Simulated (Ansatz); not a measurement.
SiO2 (fluorite), relaxed with r2SCAN in the PAW code Ansatz. It is cubic, Fm-3m (No. 225); a = 4.528 Å in the conventional setting, 7.74 Å³ an atom. Si has 8 O at 1.96 Å; O has 4 Si at 1.96 Å.

The axes x, y and z are those of this cell:
```xyz
3
Lattice="0.0000 2.2642 2.2642 2.2642 0.0000 2.2642 2.2642 2.2642 0.0000" Properties=species:S:1:pos:R:3 pbc="T T T"
Si    0.0000    0.0000    0.0000
O     1.1321    1.1321    1.1321
O     3.3963    3.3963    3.3963
```

Unstrained: The PBE gap is direct at X: 2.085 eV. r2SCAN gives a direct gap of 2.712 eV at X. With HSE06 the gap is 3.595 eV and direct, at X. Meshes: PBE 10×10×10, r2SCAN 10×10×10, HSE06 6×6×6. Strains are changes of length per length. After each strain the atoms were relaxed again with r2SCAN within the symmetry that the strain leaves, so tilts or polar shifts that break it weren't tested; points keep the names that they have in the unstrained zone. These are computed values for a spin-unpolarised cell that may be hypothetical; none is a measurement.

Problem. One strain changed the r2SCAN stress by xx -3.14, yy -3.14, zz -3.14 GPa (compression positive) and the gap by -0.013 eV (PBE), -0.017 eV (r2SCAN), -0.019 eV (HSE06). Which kind of strain was it, and roughly how large?

Solution. Isotropic +0.35 % on every length. The pattern of the stress gives the kind; the size needs the stiffness, so it is an estimate.

Problem. One strain changed the r2SCAN stress by xx -10.58, yy +0.74, zz +0.74 GPa (compression positive) and the gap by -0.121 eV (PBE), -0.129 eV (r2SCAN), -0.127 eV (HSE06). Which kind of strain was it, and roughly how large?

Solution. Uniaxial +1.03 % along x, other directions held. The pattern of the stress gives the kind; the size needs the stiffness, so it is an estimate.

The meshes of the hybrids are coarse, so their gaps aren't converged to the digits shown.
